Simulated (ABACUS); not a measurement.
# SnO2 (Pnnm) in ABACUS: relaxation of cell and atoms with PBE

Aim: the relaxation of cell and atoms of SnO2 with PBE.

All numbers are computed with ABACUS 3.10.1; they aren't measurements. Logs are shortened: lines on timing, memory, paths and dates and some standing lists are left out, and cuts for length are marked.

## (1) Starting point

It takes space group Pnnm (No. 58, orthorhombic). Conventional cell: a = 4.788 Å, b = 4.867 Å, c = 3.241 Å, α = 90.00°, β = 90.00°, γ = 90.00°. Sn (site symmetry 2/m) is surrounded by 6 O at 2.09 to 2.10 Å. O (site symmetry m) is surrounded by 3 Sn at 2.09 to 2.10 Å.

The cell is a database's computed one.

## (2) Relaxation of cell and atoms, PBE

run_abacus.py reads:

```python
"""Relaxation by an ASE optimiser with ABACUS as a small file-based calculator."""
import re
import subprocess
import spglib
from ase import Atoms
import numpy as np
from ase.calculators.calculator import Calculator, all_changes
from ase.filters import FrechetCellFilter
from ase.io import read
from ase.optimize import FIRE
from ase.stress import full_3x3_to_voigt_6_stress
from ase.units import Bohr, GPa

atoms = read("SnO2.cif")
cell, frac, numbers = spglib.standardize_cell((atoms.cell[:], atoms.get_scaled_positions(), atoms.numbers), to_primitive=True, symprec=1e-4)
atoms = Atoms(numbers=numbers, cell=cell, scaled_positions=frac, pbc=True)  # the primitive cell
atoms = atoms[(-atoms.numbers).argsort(kind="stable")]  # ABACUS lists atoms element by element
pseudo = {'Sn': 'Sn.upf', 'O': 'O.upf'}
orbital = {}
magmoms = None
kmesh = [5, 4, 6]
params = {
    'suffix': 'SnO2',
    'calculation': 'scf',
    'basis_type': 'pw',
    'pseudo_dir': './',
    'symmetry': 1,
    'dft_functional': 'pbe',
    'ecutwfc': 103,
    'pseudo_rcut': 7,
    'nspin': 1,
    'nbands': 41,
    'ks_solver': 'dav',
    'smearing_method': 'fd',
    'smearing_sigma': 0.00367493,
    'scf_thr': 1e-08,
    'scf_nmax': 100,
    'mixing_type': 'broyden',
    'mixing_beta': 0.7,
    'cal_force': 1,
    'cal_stress': 1,
    'kpar': 4,
}

def write_input(atoms):
    symbols = atoms.get_chemical_symbols()
    elements = list(dict.fromkeys(symbols))
    lines = ["ATOMIC_SPECIES"] + [f"{e} {atoms.get_masses()[symbols.index(e)]:.4f} {pseudo[e]}" for e in elements]
    if orbital:
        lines += ["", "NUMERICAL_ORBITAL"] + [orbital[e] for e in elements]
    lines += ["", "LATTICE_CONSTANT", f"{1 / Bohr:.10f}", "", "LATTICE_VECTORS"]
    lines += [" ".join(f"{x:.10f}" for x in v) for v in atoms.cell]
    lines += ["", "ATOMIC_POSITIONS", "Direct"]
    for e in elements:
        lines += ["", e, "0.0", str(symbols.count(e))]
        for i, p in enumerate(atoms.get_scaled_positions(wrap=False)):
            if symbols[i] == e:
                mag = "" if magmoms is None else " mag " + " ".join(str(x) for x in (magmoms[i] if isinstance(magmoms[i], list) else [magmoms[i]]))
                lines.append(" ".join(f"{x:.10f}" for x in p) + " 1 1 1" + mag)
    open("STRU", "w").write("\n".join(lines) + "\n")
    open("KPT", "w").write("K_POINTS\n0\nGamma\n%d %d %d 0 0 0\n" % tuple(kmesh))
    open("INPUT", "w").write("INPUT_PARAMETERS\n" + "".join(f"{k:<20s}{v}\n" for k, v in params.items()))

class Abacus(Calculator):
    implemented_properties = ["energy", "free_energy", "forces", "stress"]

    def calculate(self, atoms=None, properties=("energy",), system_changes=all_changes):
        super().calculate(atoms, properties, system_changes)
        write_input(self.atoms)
        subprocess.run(['mpirun', '-np', '4', 'abacus'], check=True)
        log = open("OUT.SnO2/running_scf.log").read()
        if "charge density convergence is achieved" not in log:
            raise RuntimeError("SCF not converged")
        rows = lambda title, n: np.array([l.split()[-3:] for l in log.split(title)[-1].split("\n")[2:2 + n]], float)
        energy = float(re.findall(r"FINAL_ETOT_IS (\S+)", log)[-1])
        stress = -rows("TOTAL-STRESS", 3) / 10 * GPa  # ABACUS prints kbar, compression positive
        self.results = dict(energy=energy, free_energy=energy, forces=rows("TOTAL-FORCE", len(self.atoms)), stress=full_3x3_to_voigt_6_stress(stress))

atoms.calc = Abacus()
opt = FIRE(FrechetCellFilter(atoms), logfile="opt.log", trajectory="relax.traj")
print("optimiser converged:", opt.run(fmax=0.01, steps=60))
```

SnO2.cif reads:

```cif
data_SnO2
_cell_length_a 4.78800400
_cell_length_b 4.86658200
_cell_length_c 3.24089800
_cell_angle_alpha 90.00000000
_cell_angle_beta 90.00000000
_cell_angle_gamma 90.00000000
_space_group_name_H-M_alt 'Pnnm'
_space_group_name_Hall '-P 2 2n'
_space_group_IT_number 58
loop_
_space_group_symop_operation_xyz
'x,y,z'
'-x,-y,-z'
'-x,-y,z'
'x,y,-z'
'x+1/2,-y+1/2,-z+1/2'
'-x+1/2,y+1/2,z+1/2'
'-x+1/2,y+1/2,-z+1/2'
'x+1/2,-y+1/2,z+1/2'
loop_
_atom_site_label
_atom_site_type_symbol
_atom_site_symmetry_multiplicity
_atom_site_Wyckoff_symbol
_atom_site_fract_x
_atom_site_fract_y
_atom_site_fract_z
_atom_site_occupancy
Sn1 Sn 2 a 0.0000000000 0.0000000000 0.0000000000 1
O1 O 4 g 0.7081450000 0.6789580000 0.0000000000 1
```

Potentials or basis: PseudoDojo NC SR 0.5 PBE stringent, plane waves.

Launch:

```console
OMP_NUM_THREADS=1 python run_abacus.py > log
```

running log:

```text
ABACUS v3.10.1

               Atomic-orbital Based Ab-initio Computation at UStc

 ------------------------------------------------------------------------------------

 READING GENERAL INFORMATION
                           global_out_dir = OUT.SnO2/
                           global_in_card = INPUT
                               pseudo_dir = ./
                              orbital_dir =
                                    DSIZE = 4
                                    GSIZE = 1

 READING UNITCELL INFORMATION
                                    ntype = 2
                  lattice constant (Bohr) = 1.88973
              lattice constant (Angstrom) = 1

 READING ATOM TYPE 1
                               atom label = Sn
                      L=0, number of zeta = 1
                      L=1, number of zeta = 1
                      L=2, number of zeta = 1
             number of atom for this type = 2

 READING ATOM TYPE 2
                               atom label = O
                      L=0, number of zeta = 1
                      L=1, number of zeta = 1
                      L=2, number of zeta = 1
             number of atom for this type = 4

                        TOTAL ATOM NUMBER = 6
DIRECT COORDINATES
    atom                   x                   y                   z     mag                  vx                  vy                  vz
taud_Sn1            0.0000000000        0.0000000000        0.0000000000  0.0000        0.0000000000        0.0000000000        0.0000000000
taud_Sn2            0.5000000000        0.5000000000        0.5000000000  0.0000        0.0000000000        0.0000000000        0.0000000000
taud_O1            0.6919437659        0.6947692694        0.0000000000  0.0000        0.0000000000        0.0000000000        0.0000000000
taud_O2            0.3080562341        0.3052307306        0.0000000000  0.0000        0.0000000000        0.0000000000        0.0000000000
taud_O3            0.1919437659        0.8052307306        0.5000000000  0.0000        0.0000000000        0.0000000000        0.0000000000
taud_O4            0.8080562341        0.1947692694        0.5000000000  0.0000        0.0000000000        0.0000000000        0.0000000000

                          Volume (Bohr^3) = 509.361
                             Volume (A^3) = 75.4795

 Lattice vectors: (Cartesian coordinate: in unit of a_0)
             +4.82612                  +0                  +0
                   +0            +4.82744                  +0
                   +0                  +0            +3.23977
 Reciprocal vectors: (Cartesian coordinate: in unit of 2 pi/a_0)
            +0.207206                  -0                  +0
                   -0           +0.207149                  -0
                   +0                  -0           +0.308664
 The esolver type has been set to : ksdft_pw

                PAO radial cut off (Bohr) = 7

 Read in pseudopotential file is Sn.upf
                     pseudopotential type = NC
          exchange-correlation functional = PBE
                 nonlocal core correction = 1
                        valence electrons = 22
                                     lmax = 2
                           number of zeta = 5
                     number of projectors = 6
                           L of projector = 0
[... 5 lines left out ...]
                PAO radial cut off (Bohr) = 7

 Read in pseudopotential file is O.upf
                     pseudopotential type = NC
          exchange-correlation functional = PBE
                 nonlocal core correction = 1
                        valence electrons = 6
                                     lmax = 2
                           number of zeta = 2
                     number of projectors = 5
                           L of projector = 0
                           L of projector = 0
                           L of projector = 1
                           L of projector = 1
                           L of projector = 2
     initial pseudo atomic orbital number = 42

 SETUP THE ELECTRONS NUMBER
            electron number of element Sn = 22
      total electron number of element Sn = 44
             electron number of element O = 6
       total electron number of element O = 24
            AUTOSET number of electrons:  = 68
                           occupied bands = 34
                                   NBANDS = 41
                                   NLOCAL = 54

[... 99 lines left out ...]
     IBZ    DIRECT_X    DIRECT_Y    DIRECT_Z  WEIGHT  ibz2bz
       1  0.00000000  0.00000000  0.00000000  0.0083       0
       2  0.20000000  0.00000000  0.00000000  0.0167       1
       3  0.40000000  0.00000000  0.00000000  0.0167       2
       4  0.00000000  0.25000000  0.00000000  0.0167       5
       5  0.20000000  0.25000000  0.00000000  0.0333       6
       6  0.40000000  0.25000000  0.00000000  0.0333       7
[... 22 lines left out ...]
      29  0.20000000  0.00000000  0.50000000  0.0167      61
      30  0.40000000  0.00000000  0.50000000  0.0167      62
[... 6 further k points ...]

                               nkstot now = 36
[... K-POINTS DIRECT COORDINATES: 36 rows ...]

           k-point number in this process = 9
       minimum distributed K point number = 9
[... stars of the k points ...]

[... K-POINTS CARTESIAN COORDINATES: 9 rows ...]

[... K-POINTS DIRECT COORDINATES: 9 rows ...]

 SETUP PLANE WAVES FOR WAVE FUNCTIONS
     energy cutoff for wavefunc (unit:Ry) = 103
              fft grid for wave functions = [ 60, 60, 40 ]
                    number of plane waves = 10241
                         number of sticks = 749

 PARALLEL PW FOR WAVE FUNCTIONS
     PROC   COLUMNS(POT)             PW
        1            749          10241
 --------------- sum -------------------
        1            749          10241

 SETUP NONLOCAL PSEUDOPOTENTIALS IN PLANE WAVE BASIS
 Sn non-local projectors:
 projector 1 L=0
 projector 2 L=0
 projector 3 L=1
 projector 4 L=1
 projector 5 L=2
 projector 6 L=2
 O non-local projectors:
 projector 1 L=0
 projector 2 L=0
 projector 3 L=1
 projector 4 L=1
 projector 5 L=2
      TOTAL NUMBER OF NONLOCAL PROJECTORS = 88

 Init Non-Local PseudoPotential table :
 Init Non-Local-Pseudopotential done.

                                     npwx = 9035

 Make real space PAO into reciprocal space.
       max mesh points in Pseudopotential = 701
     dq(describe PAO in reciprocal space) = 0.01
                                    max q = 1222

 number of pseudo atomic orbitals for Sn is 5
WARNING: norm of atomic wavefunction # 4 of atomic type Sn is 0.999783, renormalized
WARNING: norm of atomic wavefunction # 5 of atomic type Sn is 0.992072, renormalized

 number of pseudo atomic orbitals for O is 2
WARNING: norm of atomic wavefunction # 2 of atomic type O is 0.999977, renormalized

 -------------------------------------------
 SELF-CONSISTENT
 -------------------------------------------
                                 init_chg = atomic

 PW ALGORITHM --------------- ION=   1  ELEC=   1--------------------------------

 Density error is 1.64015383574
                          Error Threshold = 0.01
----------------------------------------------------------
     Energy           Rydberg                 eV
----------------------------------------------------------
 E_KohnSham     -1018.3334364542     -13855.1371996976
 E_Harris       -1022.3427832344     -13909.6871611672
 E_Fermi        0.7003485371         9.5287306901
----------------------------------------------------------
[... 87 lines left out ...]
 Density error is 7.65270747296e-09
                          Error Threshold = 7.40711029608e-11
----------------------------------------------------------
     Energy           Rydberg                 eV
----------------------------------------------------------
 E_KohnSham     -1019.0081295532     -13864.3168702453
 E_KS(sigma->0) -1019.0081289505     -13864.3168620455
 E_Harris       -1019.0092908970     -13864.3326711382
 E_band         -104.6696057775      -1424.1030459877
 E_one_elec     -614.6082060006      -8362.1736391665
 E_Hartree      323.8101829238       4405.6635581859
 E_xc           -142.1651401341      -1934.2559627928
 E_Ewald        -586.0449651368      -7973.5508100724
 E_entropy(-TS) -0.0000012054        -0.0000163996
 E_descf        0.0000000000         0.0000000000
 E_exx          0.0000000000         0.0000000000
 E_Fermi        0.7872728479         10.7113966125
----------------------------------------------------------

 charge density convergence is achieved
 final etot is -13864.31687 eV
 EFERMI = 10.711396612 eV

 STATE ENERGY(eV) AND OCCUPATIONS    NSPIN == 1
 1/9 kpoint (Cartesian) = 0.0000 0.0000 0.0000 (9035 pws)
       1       -117.713      0.0166667
       2       -117.713      0.0166667
       3       -73.5345      0.0166667
       4       -73.5345      0.0166667
       5       -73.4955      0.0166667
       6       -73.4955      0.0166667
[... 248 lines left out ...]
      40        21.0087        0.00000
      41        22.0132        0.00000

[... levels at 3 further k points ...]

------------------------------------------------------------------------------------------
 TOTAL-FORCE (eV/Angstrom)
------------------------------------------------------------------------------------------
                       Sn1         0.0000000000         0.0000000000         0.0000000000
                       Sn2         0.0000000000         0.0000000000         0.0000000000
                        O1         0.0045047059        -0.0051328735         0.0000000000
                        O2        -0.0045047059         0.0051328735         0.0000000000
                        O3         0.0045047059         0.0051328735         0.0000000000
                        O4        -0.0045047059        -0.0051328735         0.0000000000
------------------------------------------------------------------------------------------

----------------------------------------------------------------
 TOTAL-STRESS (KBAR)
----------------------------------------------------------------
         0.0851639406        -0.0000000000         0.0000000000
        -0.0000000000        -1.1631159207         0.0000000000
         0.0000000000         0.0000000000        -0.7420589690
----------------------------------------------------------------
 TOTAL-PRESSURE: -0.606670 KBAR

 --------------------------------------------
 !FINAL_ETOT_IS -13864.3168702453349397 eV
 --------------------------------------------
```

It took 25 min on 4 MPI ranks of Intel Xeon Platinum 8488C (Sapphire Rapids), shared host; peak memory 0.96 GiB.

Results:

```
Free energy                            : -13864.3169 eV
Relaxed volume                         : 12.58 Å³/atom
Relaxed cell                           : a = 4.826 Å, b = 4.827 Å, c = 3.240 Å, α = 90.00°, β = 90.00°, γ = 90.00°
Space group after relaxing (to 0.05 Å) : P4_2/mnm (No. 136)
Energy gained by relaxing              : 2.2 meV/atom
Ionic steps                            : 24
Pressure after relaxing                : -0.1 GPa
Largest force after relaxing           : 0.007 eV/Å
Band gap on the k mesh                 : 0.68 eV, direct
```

Forces on the atoms (eV/Å):
```
Sn   0.000  0.000  0.000
Sn   0.000  0.000  0.000
O    0.005 -0.005  0.000
O   -0.005  0.005  0.000
O    0.005  0.005  0.000
O   -0.005 -0.005  0.000
```

The path:
```
step  energy change (eV)  largest force (eV/Å)  pressure (GPa)  volume (Å³)
   1              0.0000                0.0736           -0.55        75.52
   2             -0.0003                0.0714           -0.50        75.50
   3             -0.0007                0.0680           -0.40        75.47
   4             -0.0014                0.0652           -0.27        75.43
   5             -0.0021                0.0634           -0.12        75.38
   6             -0.0029                0.0613            0.02        75.33
   7             -0.0038                0.0573            0.15        75.29
   8             -0.0048                0.0516            0.24        75.26
   9             -0.0059                0.0461            0.29        75.24
  10             -0.0070                0.0433            0.29        75.25
  11             -0.0084                0.0395            0.24        75.28
  12             -0.0098                0.0296            0.14        75.35
  13             -0.0110                0.0231            0.00        75.43
  14             -0.0121                0.0186           -0.17        75.52
  15             -0.0128                0.0068           -0.26        75.56
  16             -0.0132                0.0084           -0.15        75.51
  17             -0.0130                0.0188            0.15        75.40
  18             -0.0131                0.0149            0.13        75.41
  19             -0.0131                0.0103            0.09        75.42
  20             -0.0131                0.0110            0.04        75.44
  21             -0.0132                0.0145           -0.01        75.45
  22             -0.0132                0.0147           -0.04        75.47
  23             -0.0132                0.0109           -0.06        75.47
  24             -0.0133                0.0068           -0.06        75.48
```

Final structure:
```
Sn O
1.0
     4.82612    0.00000    0.00000
     0.00000    4.82744    0.00000
     0.00000    0.00000    3.23977
Sn O
2 4
Direct
  0.00000 0.00000 0.00000
  0.50000 0.50000 0.50000
  0.69194 0.69477 0.00000
  0.30806 0.30523 0.00000
  0.19194 0.80523 0.50000
  0.80806 0.19477 0.50000
```

Caveat: spin-orbit coupling is left out, which moves the levels of the heavy elements. As with any semilocal functional, this PBE gap is likely too small.
